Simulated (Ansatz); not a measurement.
# Sodium, beta-Sn type under revPBE: structure, energy and stiffness

The plan for sodium in the beta-Sn type structure: relax it, solve it on a dense k-mesh, then scale the cell to 7 volumes from 88 to 112 % of the relaxed one and try a fit of the equation of state. Spin polarisation is left out. The k-meshes are 10×10×7 for the relaxation; 16×16×15 for the dense run; 11×11×11 for the volumes.

Computed with Ansatz 0.2.0 (DFT revPBE, plane waves (420 eV) with PAW, scalar-relativistic; PAW files made under PBE, frozen cores solved again for the functional, unless a step says otherwise).

## 1. The structure to begin with

It takes space group I4_1/amd (No. 141, tetragonal). The conventional cell has a = 6.620 Å, b = 6.620 Å, c = 3.614 Å, α = 90.00°, β = 90.00°, γ = 90.00°. Around Na (site symmetry -4m2) lie 6 Na at 3.43 to 3.61 Å.

Structure file:

```cif
data_structure
_symmetry_space_group_name_H-M 'P 1'
_symmetry_Int_Tables_number 1
_cell_length_a 5.0175
_cell_length_b 5.0175
_cell_length_c 5.0175
_cell_angle_alpha 97.454
_cell_angle_beta 97.454
_cell_angle_gamma 137.779
_cell_volume 79.19
loop_
_atom_site_label
_atom_site_type_symbol
_atom_site_fract_x
_atom_site_fract_y
_atom_site_fract_z
_atom_site_occupancy
Na1 Na 0.00000 0.00000 0.00000 1
Na2 Na 0.75000 0.25000 0.50000 1
```

## 2. Geometry optimisation

Contents of input.yaml:

```yaml
crystal:
  lattice:
    - [-3.3098293414, 3.3098293414, 1.8071668204]
    - [3.3098293414, -3.3098293414, 1.8071668204]
    - [3.3098293414, 3.3098293414, -1.8071668204]
  atoms:
    - { symbol: Na, position: [0.0, 0.0, 0.0] }
    - { symbol: Na, position: [0.75, 0.25, 0.5] }
hamiltonian:
  xc: revpbe
  pseudopotentials:
    kind: paw
    azcp:
      Na: "pseudopotentials/Na.paw.azcp"
basis:
  ecutwfc: 420
  fft_grid_basis: typed
kpoints:
  mp_grid: { grid: [10, 10, 7], shift: [0, 0, 0] }
magnetization:
  spin_polarized: false
scf:
  occupations: { method: fermi_dirac, width: 0.1 }
relax:
  max_steps: 60
  f_tol: 0.01
  cell: {}
```

After this run come: The energy on a finer k-mesh; The cell scaled to 88 % of its volume; The cell scaled to 92 % of its volume; The cell scaled to 96 % of its volume; The cell scaled to 100 % of its volume; The cell scaled to 104 % of its volume; The cell scaled to 108 % of its volume; The cell scaled to 112 % of its volume.

Before running it: what results should come out? Wanted: space group; conventional cell; volume; shortest distance; gap on the mesh; relative to bcc; V₀, B₀, B₀′.

**Answer**, as computed:

| quantity | value |
| --- | --- |
| space group (spins left aside) | C2/c (No. 15) |
| conventional cell | a = 3.709 Å, b = 12.731 Å, c = 3.814 Å, β = 118.64° |
| volume | 39.521 Å³/atom |
| shortest distance | 3.709 Å |
| gap on the mesh | none (levels filled in part) |
| relative to bcc | +8 meV/atom |
| V₀, B₀, B₀′ | 39.530 Å³/atom, 6.9 GPa, 3.7 |

In words: The relaxation shrank the cell by 0.2 % in volume. What began as beta-Sn type has relaxed into C2/c. What follows belongs to that structure, not to the type named at the start. The mesh has less symmetry than the lattice, which may have let the distortion in. Against the reference form of sodium (bcc, computed apart with the same settings) it stands 8 meV/atom higher. Levels at the Fermi energy are filled in part, as in a metal. B₀ comes out at 6.9 GPa, a soft solid; letting shape and positions relax at each volume could only lower it.
